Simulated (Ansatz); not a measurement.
# Pb: strong compression

Aim: compress Pb (diamond type) step by step, far beyond the usual range, and follow pressure and electronic structure. The runs shown use LAPW, crystal datasets and norm-conserving. Companion runs by PAW are cited. Its runs: the reference run (LAPW); volume scaled by 1 (crystal datasets and norm-conserving); volume scaled by 0.9 (LAPW); volume scaled by 0.8 (LAPW and norm-conserving); volume scaled by 0.7 (LAPW); volume scaled by 0.6 (LAPW); volume scaled by 0.5 (LAPW, crystal datasets and norm-conserving); volume scaled by 0.4 (LAPW, crystal datasets and norm-conserving).

This is Pb in the diamond structure; at room conditions it is fcc.

Program: Ansatz 0.2.0. Level of theory: DFT PBE, with the methods named in each step. These are calculated values, not measurements.

### 1 The structure to begin with

Symmetry: Fd-3m, No. 227, cubic system. Conventional cell: a = 7.062 Å, b = 7.062 Å, c = 7.062 Å, α = 90.00°, β = 90.00°, γ = 90.00°. Pb (site symmetry -43m) is surrounded by 4 Pb at 3.06 Å.

Structure file:

```cif
data_structure
_symmetry_space_group_name_H-M 'Fd-3m:1'
_symmetry_Int_Tables_number 227
_cell_length_a 7.0621
_cell_length_b 7.0621
_cell_length_c 7.0621
_cell_angle_alpha 90.000
_cell_angle_beta 90.000
_cell_angle_gamma 90.000
_cell_volume 352.22
loop_
_atom_site_label
_atom_site_type_symbol
_atom_site_symmetry_multiplicity
_atom_site_Wyckoff_symbol
_atom_site_fract_x
_atom_site_fract_y
_atom_site_fract_z
_atom_site_occupancy
Pb1 Pb 8 b 0.00000 0.50000 0.00000 1
```

The file gives the conventional cell by its symmetry; the runs use the cell typed in the input.

Whether this phase is the stable one at these pressures isn't tested.

Atoms are numbered in the order of the input: Pb1, Pb2.

### 2 The reference volume, LAPW

The input, input.yaml:

```yaml
crystal:
  lattice:
    - [0.0, 3.5310701813, 3.5310701813]
    - [3.5310701813, 0.0, 3.5310701813]
    - [3.5310701813, 3.5310701813, 0.0]
  atoms:
    - { symbol: Pb, position: [-0.125, -0.125, -0.125] }
    - { symbol: Pb, position: [0.125, 0.125, 0.125] }
kpoints:
  mp_grid: { grid: [11, 11, 11] }
  band_path:
    path:
      - [0.0, 0.0, 0.0]
      - [0.5, 0.0, 0.5]
      - [0.625, 0.25, 0.625]
      - [0.375, 0.375, 0.75]
      - [0.0, 0.0, 0.0]
      - [0.5, 0.5, 0.5]
      - [0.5, 0.25, 0.75]
      - [0.5, 0.0, 0.5]
    npoints: 14
scf:
  occupations: { method: fermi_dirac, width: 0.1 }
hamiltonian:
  xc: pbe
  pseudopotentials: { kind: all_electron, lapw: { basis_error: 0.001 } }
output:
  forces: true
  stress: true
  eigenvalues: true
  populations: true
  dos: { projected: true, de: 0.2, e_range: [-14, 8] }
```

Started as:

```
$ ansatz run input.yaml --threads 1 --pin off --max-ram 2048MiB --backend cpu --events-out ev --progress --plain --runs-dir out
```

### 3 Volume scaled by 1, crystal datasets

The input, input.yaml:

```yaml
crystal:
  lattice:
    - [0.0, 3.5310701813, 3.5310701813]
    - [3.5310701813, 0.0, 3.5310701813]
    - [3.5310701813, 3.5310701813, 0.0]
  atoms:
    - { symbol: Pb, position: [-0.125, -0.125, -0.125] }
    - { symbol: Pb, position: [0.125, 0.125, 0.125] }
kpoints:
  mp_grid: { grid: [11, 11, 11] }
scf:
  occupations: { method: fermi_dirac, width: 0.1 }
hamiltonian:
  xc: pbe
  pseudopotentials: { kind: all_electron, datasets: crystal }
output:
  forces: true
  stress: true
  eigenvalues: true
```

### 4 Volume scaled by 1, norm-conserving

input.yaml, as its differences from that of step 3:

```diff
@@ -14,3 +14,3 @@
   xc: pbe
-  pseudopotentials: { kind: all_electron, datasets: crystal }
+  pseudopotentials: { kind: nc }
 output:
```

### 5 Volume scaled by 0.9, LAPW

The input, input.yaml:

```yaml
crystal:
  lattice:
    - [0.0, 3.4092107764, 3.4092107764]
    - [3.4092107764, 0.0, 3.4092107764]
    - [3.4092107764, 3.4092107764, 0.0]
  atoms:
    - { symbol: Pb, position: [-0.125, -0.125, -0.125] }
    - { symbol: Pb, position: [0.125, 0.125, 0.125] }
kpoints:
  mp_grid: { grid: [11, 11, 11] }
scf:
  occupations: { method: fermi_dirac, width: 0.1 }
hamiltonian:
  xc: pbe
  pseudopotentials: { kind: all_electron, lapw: { basis_error: 0.001 } }
output:
  forces: true
  stress: true
  eigenvalues: true
  populations: true
```

### 6 Volume scaled by 0.8, LAPW

input.yaml, as its differences from that of step 5:

```diff
@@ -2,5 +2,5 @@
   lattice:
-    - [0.0, 3.4092107764, 3.4092107764]
-    - [3.4092107764, 0.0, 3.4092107764]
-    - [3.4092107764, 3.4092107764, 0.0]
+    - [0.0, 3.2779551849, 3.2779551849]
+    - [3.2779551849, 0.0, 3.2779551849]
+    - [3.2779551849, 3.2779551849, 0.0]
   atoms:
```

### 7 Volume scaled by 0.8, norm-conserving

input.yaml, as its differences from that of step 6:

```diff
@@ -14,3 +14,3 @@
   xc: pbe
-  pseudopotentials: { kind: all_electron, lapw: { basis_error: 0.001 } }
+  pseudopotentials: { kind: nc }
 output:
@@ -19,2 +19 @@
   eigenvalues: true
-  populations: true
```

### 8 Volume scaled by 0.7, LAPW

The input, input.yaml:

```yaml
crystal:
  lattice:
    - [0.0, 3.1352513444, 3.1352513444]
    - [3.1352513444, 0.0, 3.1352513444]
    - [3.1352513444, 3.1352513444, 0.0]
  atoms:
    - { symbol: Pb, position: [-0.125, -0.125, -0.125] }
    - { symbol: Pb, position: [0.125, 0.125, 0.125] }
kpoints:
  mp_grid: { grid: [11, 11, 11] }
scf:
  occupations: { method: fermi_dirac, width: 0.1 }
hamiltonian:
  xc: pbe
  pseudopotentials: { kind: all_electron, lapw: { basis_error: 0.001 } }
output:
  forces: true
  stress: true
  eigenvalues: true
  populations: true
```

### 9 Volume scaled by 0.6, LAPW

input.yaml, as its differences from that of step 8:

```diff
@@ -2,5 +2,5 @@
   lattice:
-    - [0.0, 3.1352513444, 3.1352513444]
-    - [3.1352513444, 0.0, 3.1352513444]
-    - [3.1352513444, 3.1352513444, 0.0]
+    - [0.0, 2.9782199344, 2.9782199344]
+    - [2.9782199344, 0.0, 2.9782199344]
+    - [2.9782199344, 2.9782199344, 0.0]
   atoms:
```

### 10 Volume scaled by 0.5, LAPW

input.yaml, as its differences from that of step 9:

```diff
@@ -2,5 +2,5 @@
   lattice:
-    - [0.0, 2.9782199344, 2.9782199344]
-    - [2.9782199344, 0.0, 2.9782199344]
-    - [2.9782199344, 2.9782199344, 0.0]
+    - [0.0, 2.8026122602, 2.8026122602]
+    - [2.8026122602, 0.0, 2.8026122602]
+    - [2.8026122602, 2.8026122602, 0.0]
   atoms:
```

### 11 Volume scaled by 0.5, crystal datasets

input.yaml, as its differences from that of step 10:

```diff
@@ -14,3 +14,3 @@
   xc: pbe
-  pseudopotentials: { kind: all_electron, lapw: { basis_error: 0.001 } }
+  pseudopotentials: { kind: all_electron, datasets: crystal }
 output:
@@ -19,2 +19 @@
   eigenvalues: true
-  populations: true
```

### 12 Volume scaled by 0.5, norm-conserving

input.yaml, as its differences from that of step 11:

```diff
@@ -14,3 +14,3 @@
   xc: pbe
-  pseudopotentials: { kind: all_electron, datasets: crystal }
+  pseudopotentials: { kind: nc }
 output:
```

### 13 Volume scaled by 0.4, LAPW

The input, input.yaml:

```yaml
crystal:
  lattice:
    - [0.0, 2.6017147544, 2.6017147544]
    - [2.6017147544, 0.0, 2.6017147544]
    - [2.6017147544, 2.6017147544, 0.0]
  atoms:
    - { symbol: Pb, position: [-0.125, -0.125, -0.125] }
    - { symbol: Pb, position: [0.125, 0.125, 0.125] }
kpoints:
  mp_grid: { grid: [11, 11, 11] }
  band_path:
    path:
      - [0.0, 0.0, 0.0]
      - [0.5, 0.0, 0.5]
      - [0.625, 0.25, 0.625]
      - [0.375, 0.375, 0.75]
      - [0.0, 0.0, 0.0]
      - [0.5, 0.5, 0.5]
      - [0.5, 0.25, 0.75]
      - [0.5, 0.0, 0.5]
    npoints: 8
scf:
  occupations: { method: fermi_dirac, width: 0.1 }
hamiltonian:
  xc: pbe
  pseudopotentials: { kind: all_electron, lapw: { basis_error: 0.001 } }
output:
  forces: true
  stress: true
  eigenvalues: true
  populations: true
  dos: { projected: true, de: 0.2, e_range: [-14, 8] }
```

### 14 Volume scaled by 0.4, crystal datasets

The input, input.yaml:

```yaml
crystal:
  lattice:
    - [0.0, 2.6017147544, 2.6017147544]
    - [2.6017147544, 0.0, 2.6017147544]
    - [2.6017147544, 2.6017147544, 0.0]
  atoms:
    - { symbol: Pb, position: [-0.125, -0.125, -0.125] }
    - { symbol: Pb, position: [0.125, 0.125, 0.125] }
kpoints:
  mp_grid: { grid: [11, 11, 11] }
scf:
  occupations: { method: fermi_dirac, width: 0.1 }
hamiltonian:
  xc: pbe
  pseudopotentials: { kind: all_electron, datasets: crystal }
output:
  forces: true
  stress: true
  eigenvalues: true
```

### 15 Volume scaled by 0.4, norm-conserving

input.yaml, as its differences from that of step 14:

```diff
@@ -14,3 +14,3 @@
   xc: pbe
-  pseudopotentials: { kind: all_electron, datasets: crystal }
+  pseudopotentials: { kind: nc }
 output:
```

(Steps that only read results are left out.)

Q: Predict the outcome of this session. Wanted: LAPW pressure at 0.4 of the volume; PAW pressure at 0.4 of the volume; crystal datasets pressure at 0.4 of the volume; norm-conserving pressure at 0.4 of the volume; fitted bulk modulus at zero pressure.

As calculated:

| quantity | value |
| --- | --- |
| LAPW pressure at 0.4 of the volume | 217.6 GPa |
| PAW pressure at 0.4 of the volume | 217.9 GPa |
| crystal datasets pressure at 0.4 of the volume | 217.6 GPa |
| norm-conserving pressure at 0.4 of the volume | 219.1 GPa |
| fitted bulk modulus at zero pressure (LAPW) | 25.4 GPa |
| its pressure derivative | 4.76 |

What this shows: At 0.4 of the starting volume LAPW gives 218 GPa. One third-order Birch-Murnaghan curve follows these points (B₀ = 25.4 GPa, B′ = 4.76, misfit at most 0.11 GPa). A fit over so wide a range leans to the high pressures, so B₀ can be off by several per cent. Where LAPW's pressure is over 3 GPa, PAW's departs from it by at most 0.4 %, at 0.9 of the volume. The ions are at rest, and the electrons smeared by 0.1 eV. Spin-orbit coupling is left out, though the cell holds Pb; in elements this heavy it can shift bands and gaps by tenths of an eV.
